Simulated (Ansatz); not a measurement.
# NaI: elastic constants from stress and strain

```yaml
crystal:
  lattice:
    - [0.00000, 3.23640, 3.23640]
    - [3.23640, 0.00000, 3.23640]
    - [3.23640, 3.23640, 0.00000]
  atoms:
    - { symbol: Na, position: [0.00000, 0.00000, 0.00000] }
    - { symbol: I, position: [0.50000, 0.50000, 0.50000] }
```

Atoms are numbered in the order listed.

The cell is COD entry 9008681, as deposited and not checked against the literature; nothing was relaxed.

No spin–orbit coupling, which matters for the heavy atoms here.

All numbers below come from DFT, PBE, all-electron LAPW, scalar-relativistic in Ansatz 0.2.0.

Settings: a Γ-centred 8×8×8 k mesh, Fermi–Dirac smearing of 0.02 eV, basis error target 1 meV/atom, no spin polarisation.

The unstrained cell is at 0.43 GPa. Large strains and very small stresses are left out. Each strain is applied once, with fractional coordinates held (clamped ions), and σ below is the change of stress, positive in tension. One finite strain gives stress–strain coefficients at this pressure with an error of the order of the strain times third-order constants, a few per cent for each per cent of strain.

Task: With xy engineering shear strain of +2 %, the run gives σxy = 0.14 GPa and γxy = 2εxy = 0.0200. Which stiffness follows?

Result: C44 (clamped ions) = σxy/γxy = 7 GPa.
